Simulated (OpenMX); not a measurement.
The system is Ni.

```
Ni
1.0
    -1.38372    1.38372    1.38372
     1.38372   -1.38372    1.38372
     1.38372    1.38372   -1.38372
Ni
1
Cartesian
  0.0000 0.0000 0.0000
```

This isn't the form of Ni at room conditions, which is fcc.

```yaml
Program: OpenMX 3.8.5
Task: single point
Functional: PBE
Potentials_or_basis: OpenMX 2013 PBE set, Ni6.0H-s3p2d2, grid cutoff 500 Ry
k_mesh: 13 × 13 × 13
Occupations: fermi-dirac, width 0.05 eV
Spin: collinear spin, ferromagnetic start
Starting_moments: "[1.0] μB"
```

On this cell: pressure 16.6 GPa; net moment 0.57 μB per cell; site moments Ni +0.57 μB; band gap on the k mesh none (metal or under the smearing width).

The same run follows on a disturbed copy (cell strained at random at fixed volume):

```
Ni
1.0
    -1.38853    1.36313    1.43177
     1.33108   -1.36244    1.37363
     1.41530    1.38921   -1.43108
Ni
1
Direct
  0.97925 0.97687 0.98052
```

**Question.** What does the disturbed cell give?

**Answer.** The energy (extrapolated to zero smearing) moves by +4.4 meV/atom; pressure 17.1 GPa; net moment 0.56 μB per cell; site moments Ni +0.56 μB; band gap on the k mesh none (metal or under the smearing width).

Caveats: the basis of atomic orbitals isn't converged, which shifts pressures, moduli and gaps; so large a pressure means that the cell lies far from this level's equilibrium, or that cutoff or potentials fall short (some runs).
